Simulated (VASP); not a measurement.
# CdTe (F-43m) in VASP: notebook

The runs below take CdTe through single point, relaxation of cell and atoms, with PBE, BLYP+D4, PBE+D3(BJ).

All numbers are computed with VASP 6.6.1; they aren't measurements. Logs are shortened: lines on timing, memory, paths and dates and some standing lists are left out, and cuts for length are marked.

**The experiment to reproduce.**

From a printed reference work, data compilation, for a bulk crystal of CdTe at 0 K: band gap 1.607 eV.

The runs below are set against these values where they give the same quantity.

**1. The cell of the first run**

It takes space group F-43m (No. 216, cubic). The conventional cell has a = 6.410 Å, b = 6.410 Å, c = 6.410 Å, α = 90.00°, β = 90.00°, γ = 90.00°. Within 3.7 Å of Te (site symmetry -43m) lie 4 Cd at 2.78 Å. Cd (site symmetry -43m) has 4 Te at 2.78 Å within 3.7 Å.

**2. Single point, PBE**

Contents of INCAR:

```
SYSTEM = CdTe
  ALGO = Normal
  EDIFF = 1E-6
  ENCUT = 520
  GGA = PE
  ISIF = 2
  ISMEAR = 0
  LASPH = .True.
  LCHARG = .True.
  LELF = .True.
  LREAL = .False.
  LVHAR = .True.
  LWAVE = .False.
  NBANDS = 16
  NELM = 100
  PREC = Accurate
  SIGMA = 0.028000000000000004
```

Contents of KPOINTS:

```
k-points
0
Gamma
  7 7 7
  0 0 0
```

Contents of POSCAR:

```
CdTe
1.0
    0.0000000000      3.2050000000      3.2050000000
    3.2050000000      0.0000000000      3.2050000000
    3.2050000000      3.2050000000      0.0000000000
Te Cd
1 1
Direct
    0.7500000000      0.7500000000      0.7500000000
    0.0000000000      0.0000000000      0.0000000000
```

Potentials or basis: VASP PAW PBE potentials, release 64 (Te, Cd).

On the command line:

```sh
$ cat potpaw_PBE.64/Te/POTCAR potpaw_PBE.64/Cd/POTCAR > POTCAR
$ mpirun -np 1 vasp_std > vasp.out
```

OUTCAR:

```text
SYSTEM = CdTe
   EDIFF = 1E-6
   ENCUT = 520
   GGA = PE
   ISIF = 2
   ISMEAR = 0
   LASPH = .True.
   LREAL = .False.
   NELM = 100
   PREC = Accurate

 ion  position               nearest neighbor table
   1  0.750  0.750  0.750-   2 2.78   2 2.78   2 2.78   2 2.78
   2  0.000  0.000  0.000-   1 2.78   1 2.78   1 2.78   1 2.78

  LATTYP: Found a face centered cubic cell.
 ALAT       =     6.4100000000

  Lattice vectors:

 A1 = (   0.0000000000,   3.2050000000,   3.2050000000)
 A2 = (   3.2050000000,   0.0000000000,   3.2050000000)
 A3 = (   3.2050000000,   3.2050000000,   0.0000000000)

Analysis of symmetry for initial positions (statically):
=====================================================================
 Subroutine PRICEL returns:
 Original cell was already a primitive cell.

 Routine SETGRP: Setting up the symmetry group for a
 face centered cubic supercell.

 Subroutine GETGRP returns: Found 24 space group operations
 (whereof 24 operations were pure point group operations)
 out of a pool of 48 trial point group operations.

The static configuration has the point symmetry T_d .

Analysis of symmetry for dynamics (positions and initial velocities):
=====================================================================
 Subroutine PRICEL returns:
 Original cell was already a primitive cell.

 Routine SETGRP: Setting up the symmetry group for a
 face centered cubic supercell.

 Subroutine GETGRP returns: Found 24 space group operations
 (whereof 24 operations were pure point group operations)
 out of a pool of 48 trial point group operations.

The dynamic configuration has the point symmetry T_d .

 Subroutine INISYM returns: Found 24 space group operations
 (whereof 24 operations are pure point group operations),
 and found     1 'primitive' translations

----------------------------------------------------------------------------------------

                                     Primitive cell

  volume of cell :      65.8437

  direct lattice vectors                    reciprocal lattice vectors
     0.000000000  3.205000000  3.205000000    -0.156006240  0.156006240  0.156006240
     3.205000000  0.000000000  3.205000000     0.156006240 -0.156006240  0.156006240
     3.205000000  3.205000000  0.000000000     0.156006240  0.156006240 -0.156006240

  length of vectors
     4.532554467  4.532554467  4.532554467     0.270210734  0.270210734  0.270210734

  position of ions in fractional coordinates (direct lattice)
     0.750000000  0.750000000  0.750000000
     0.000000000  0.000000000  0.000000000

  ion indices of the primitive-cell ions
   primitive index   ion index
                 1           1
                 2           2

----------------------------------------------------------------------------------------

 KPOINTS: k-points

Automatic generation of k-mesh.
 Grid dimensions read from file:
 generate k-points for:    7    7    7

 Generating k-lattice:

  Cartesian coordinates                     Fractional coordinates (reciprocal lattice)
    -0.022286606  0.022286606  0.022286606     0.142857143  0.000000000  0.000000000
     0.022286606 -0.022286606  0.022286606     0.000000000  0.142857143  0.000000000
     0.022286606  0.022286606 -0.022286606     0.000000000  0.000000000  0.142857143

  Length of vectors
     0.038601533  0.038601533  0.038601533

  Shift w.r.t. Gamma in fractional coordinates (k-lattice)
     0.000000000  0.000000000  0.000000000

 Subroutine IBZKPT returns following result:
 ===========================================

 Found     20 irreducible k-points:

 Following reciprocal coordinates:
            Coordinates               Weight
  0.000000  0.000000  0.000000      1.000000
  0.142857  0.000000  0.000000      8.000000
  0.285714  0.000000  0.000000      8.000000
  0.428571  0.000000  0.000000      8.000000
  0.142857  0.142857  0.000000      6.000000
  0.285714  0.142857  0.000000     24.000000
[... 12 lines left out ...]
 -0.428571  0.428571  0.142857     24.000000
 -0.285714  0.428571  0.142857     24.000000
   k-points           NKPTS =     20   k-points in BZ     NKDIM =     20   number of bands    NBANDS=     16
   number of dos      NEDOS =    301   number of ions     NIONS =      2
   total plane-waves  NPLWV =  46656
   dimension x,y,z NGX =    36 NGY =   36 NGZ =   36
   dimension x,y,z NGXF=    72 NGYF=   72 NGZF=   72
   ions per type =               1   1
   NGX,Y,Z   is equivalent  to a cutoff of  13.20, 13.20, 13.20 a.u.
   NGXF,Y,Z  is equivalent  to a cutoff of  26.41, 26.41, 26.41 a.u.
 SYSTEM =  CdTe
   PREC   = accura    normal or accurate (medium, high low for compatibility)
   ISTART =      0    job   : 0-new  1-cont  2-samecut
   ICHARG =      2    charge: 1-file 2-atom 10-const
   ISPIN  =      1    spin polarized calculation?
   LNONCOLLINEAR =      F non collinear calculations
   LSORBIT =      F    spin-orbit coupling
   LASPH  =      T    aspherical Exc in radial PAW
   ENCUT  =  520.0 eV  38.22 Ry    6.18 a.u.   8.43  8.43  8.43*2*pi/ulx,y,z
   NELM   =    100;   NELMIN=  2; NELMDL= -5     # of ELM steps
   EDIFF  = 0.1E-05   stopping-criterion for ELM
   LREAL  =      F    real-space projection
   EDIFFG = 0.1E-04   stopping-criterion for IOM
   NSW    =      0    number of steps for IOM
   IBRION =     -1    ionic relax: 0-MD 1-quasi-New 2-CG
   NFREE  =      0    steps in history (QN), initial steepest desc. (CG)
   ISIF   =      2    stress and relaxation
   ISYM   =      2    0-nonsym 1-usesym 2-fastsym
   POTIM  = 0.5000    time-step for ionic-motion
   TEBEG  =    0.0;   TEEND  =   0.0 temperature during run
   PSTRESS=    0.0 pullay stress
   NELECT =      18.0000    total number of electrons
   NUPDOWN=      -1.0000    fix difference up-down
   EMIN   =  10.00;   EMAX   =-10.00  energy-range for DOS
   EFERMI =   0.00;   METHOD = LEGACY
   ISMEAR =     0;   SIGMA  =   0.03  broadening in eV -4-tet -1-fermi 0-gaus
   EFERMI_NEDOS =   21; number of points for ismear=-14 and -15
   IALGO  =     38    algorithm
   IMIX   =      4    mixing-type and parameters
     AMIX     =   0.40;   BMIX     =  1.00
     AMIX_MAG =   1.60;   BMIX_MAG =  1.00
  volume/ion in A,a.u.               =      32.92       222.17
  Fermi-wavevector in a.u.,A,eV,Ry     =   1.062497  2.007828 15.359610  1.128899
  Thomas-Fermi vector in A             =   2.197950
   LORBIT       =      0    0 simple, 1 ext, 2 COOP (PROOUT), +10 PAW based schemes
   GGA     = PE    functional components
   LHFCALC =     F    Hartree Fock is set to
   AEXX    =    0.0000 exact exchange contribution
   IVDW    =     0    specifies the selected vdW correction
   LEPSILON=     F    determine dielectric tensor
   LRPA    =     F    only Hartree local field effects (RPA)
 non-spin polarized calculation
 Gauss-broadening in eV      SIGMA  =   0.03
  energy-cutoff  :      520.00
  volume of cell :       65.84
 maximum number of plane-waves:      1807
 NGX is ok and might be reduce to    36
   NGX = 17   NGY = 17   NGZ = 17

 number of electron      17.9999995 magnetization

 Free energy of the ion-electron system (eV)
  ---------------------------------------------------
  ext. energy  EPLUGINS =         0.00000000
  ---------------------------------------------------
  free energy    TOTEN  =        -4.72525171 eV

  energy without entropy =       -4.72525171  energy(sigma->0) =       -4.72525171

 E-fermi :   2.8365     XC(G=0):  -8.7320

 val. band max:        2.6549401974   @ k =   0.0000   0.0000   0.0000
 cond. band min:       3.5280153606   @ k =   0.0000   0.0000   0.0000
 fundamental gap:      0.8730751632
 Fermi energy:         2.8364505855

 k-point     1 :       0.0000    0.0000    0.0000
  band No.  band energies     occupation
      1      -8.7136      2.00000
      2      -5.7519      2.00000
      3      -5.7519      2.00000
      4      -5.7519      2.00000
      5      -5.4661      2.00000
      6      -5.4661      2.00000
[... 8 lines left out ...]
     15      12.0697      0.00000
     16      12.0697      0.00000

 k-point     2 :       0.1429    0.0000    0.0000
  band No.  band energies     occupation
      1      -8.6328      2.00000
      2      -5.7364      2.00000
      3      -5.7364      2.00000
      4      -5.6896      2.00000
      5      -5.4673      2.00000
      6      -5.4673      2.00000
[... 8 lines left out ...]
     15      11.2369      0.00000
     16      11.2369      0.00000

 k-point     3 :       0.2857    0.0000    0.0000
  band No.  band energies     occupation
      1      -8.4503      2.00000
      2      -5.7050      2.00000
      3      -5.7050      2.00000
      4      -5.4729      2.00000
      5      -5.4655      2.00000
      6      -5.4655      2.00000
[... 8 lines left out ...]
     15      11.2604      0.00000
     16      11.2604      0.00000

 k-point     4 :       0.4286    0.0000    0.0000
  band No.  band energies     occupation
      1      -8.3064      2.00000
      2      -5.6850      2.00000
      3      -5.6850      2.00000
      4      -5.4579      2.00000
      5      -5.4579      2.00000
      6      -5.1539      2.00000
[... 8 lines left out ...]
     15      12.5167      0.00000
     16      12.5167      0.00000

 k-point     5 :       0.1429    0.1429    0.0000
  band No.  band energies     occupation
      1      -8.6060      2.00000
      2      -5.7211      2.00000
      3      -5.7211      2.00000
      4      -5.6904      2.00000
      5      -5.4745      2.00000
      6      -5.4598      2.00000
[... 8 lines left out ...]
     15      11.5656      0.00000
     16      12.2460      0.00000

 k-point     6 :       0.2857    0.1429    0.0000
  band No.  band energies     occupation
      1      -8.4580      2.00000
      2      -5.6976      2.00000
      3      -5.6871      2.00000
      4      -5.5535      2.00000
      5      -5.4546      2.00000
      6      -5.4534      2.00000
[... 8 lines left out ...]
     15      12.1508      0.00000
     16      12.2514      0.00000

 k-point     7 :       0.4286    0.1429    0.0000
  band No.  band energies     occupation
      1      -8.3029      2.00000
      2      -5.6770      2.00000
      3      -5.6638      2.00000
      4      -5.4895      2.00000
      5      -5.4517      2.00000
      6      -5.1959      2.00000
[... 8 lines left out ...]
     15      12.3209      0.00000
     16      13.0394      0.00000

 k-point     8 :      -0.4286    0.1429    0.0000
  band No.  band energies     occupation
      1      -8.2565      2.00000
      2      -5.6697      2.00000
      3      -5.6634      2.00000
      4      -5.4694      2.00000
      5      -5.4598      2.00000
      6      -5.0454      2.00000
[... 8 lines left out ...]
     15      12.2766      0.00000
     16      12.5065      0.00000

 k-point     9 :      -0.2857    0.1429    0.0000
  band No.  band energies     occupation
      1      -8.3500      2.00000
      2      -5.6850      2.00000
      3      -5.6772      2.00000
      4      -5.4739      2.00000
      5      -5.4709      2.00000
      6      -5.2978      2.00000
[... 8 lines left out ...]
     15      11.8240      0.00000
     16      13.1231      0.00000
[... 96 lines left out ...]
 k-point    15 :       0.4286    0.4286    0.0000
  band No.  band energies     occupation
      1      -8.1817      2.00000
      2      -5.5825      2.00000
      3      -5.5811      2.00000
      4      -5.5811      2.00000
      5      -5.4343      2.00000
      6      -5.0179      2.00000
[... 8 lines left out ...]
     15      13.3857      0.00000
     16      14.8951      0.00000

 k-point    16 :      -0.4286    0.4286    0.0000
  band No.  band energies     occupation
      1      -8.1578      2.00000
      2      -5.6080      2.00000
      3      -5.5804      2.00000
      4      -5.5468      2.00000
      5      -5.4398      2.00000
      6      -4.9038      2.00000
[... 8 lines left out ...]
     15      13.1945      0.00000
     16      14.5708      0.00000

 k-point    17 :       0.4286    0.2857    0.1429
  band No.  band energies     occupation
      1      -8.3249      2.00000
      2      -5.6662      2.00000
      3      -5.6549      2.00000
      4      -5.5167      2.00000
      5      -5.4532      2.00000
      6      -5.2813      2.00000
[... 8 lines left out ...]
     15      13.0795      0.00000
     16      13.6118      0.00000

 k-point    18 :      -0.4286    0.2857    0.1429
  band No.  band energies     occupation
      1      -8.2219      2.00000
      2      -5.6492      2.00000
      3      -5.6360      2.00000
      4      -5.4945      2.00000
      5      -5.4586      2.00000
      6      -5.0091      2.00000
[... 8 lines left out ...]
     15      12.7141      0.00000
     16      13.6154      0.00000

 k-point    19 :      -0.4286    0.4286    0.1429
  band No.  band energies     occupation
      1      -8.1777      2.00000
      2      -5.6125      2.00000
      3      -5.6090      2.00000
      4      -5.5284      2.00000
      5      -5.4472      2.00000
      6      -4.9431      2.00000
[... 8 lines left out ...]
     15      13.5000      0.00000
     16      14.3068      0.00000

 k-point    20 :      -0.2857    0.4286    0.1429
  band No.  band energies     occupation
      1      -8.1675      2.00000
      2      -5.6267      2.00000
      3      -5.6105      2.00000
      4      -5.5011      2.00000
      5      -5.4631      2.00000
      6      -4.8684      2.00000
[... 8 lines left out ...]
     15      12.9031      0.00000
     16      14.8133      0.00000

------------------------ aborting loop because EDIFF is reached ----------------------------------------

  FORCE on cell =-STRESS in cart. coord.  units (eV):
  Direction    XX          YY          ZZ          XY          YZ          ZX
  --------------------------------------------------------------------------------------
  -------------------------------------------------------------------------------------
  Total        1.8078870      1.8078870      1.8078870      0.0000000     -0.0000000      0.0000000
  in kB       43.9913991     43.9913991     43.9913991      0.0000000     -0.0000000      0.0000000
  external PRESSURE =      43.9913991 kB  Pullay stress =       0.0000000 kB

 VOLUME and BASIS-vectors are now :
 -----------------------------------------------------------------------------
  energy-cutoff  :      520.00
  volume of cell :       65.84
      direct lattice vectors                 reciprocal lattice vectors
     0.000000000  3.205000000  3.205000000    -0.156006240  0.156006240  0.156006240
     3.205000000  0.000000000  3.205000000     0.156006240 -0.156006240  0.156006240
     3.205000000  3.205000000  0.000000000     0.156006240  0.156006240 -0.156006240

 POSITION                                       TOTAL-FORCE (eV/Angst)
 -----------------------------------------------------------------------------------
      4.80750      4.80750      4.80750        -0.000000      0.000000     -0.000000
      0.00000      0.00000      0.00000         0.000000     -0.000000      0.000000
 -----------------------------------------------------------------------------------
    total drift:                                0.000000      0.000000      0.000000

  FREE ENERGIE OF THE ION-ELECTRON SYSTEM (eV)
  ---------------------------------------------------
  free  energy   TOTEN  =        -4.7252517106 eV

  energy  without entropy=       -4.7252517106  energy(sigma->0) =       -4.72525171
```

It took 27 s on 1 thread of Intel Xeon Platinum 8488C (Sapphire Rapids), shared host; peak memory 0.21 GiB.

What came out:

```yaml
Free_energy: -4.7253 eV
Pressure: 4.4 GPa
Band_gap_on_the_k_mesh: 0.87 eV, direct
```

Levels at points of the mesh, in eV from the valence-band top:
```
           k point  band 7  band 8  band 9  band 10  band 11  band 12
(0.00, 0.00, 0.00)    0.00    0.00    0.00     0.87     4.58     4.58
```

Caveat: spin-orbit coupling is left out, which moves the levels of the heavy elements.

(Continued in part 2 of 2.)
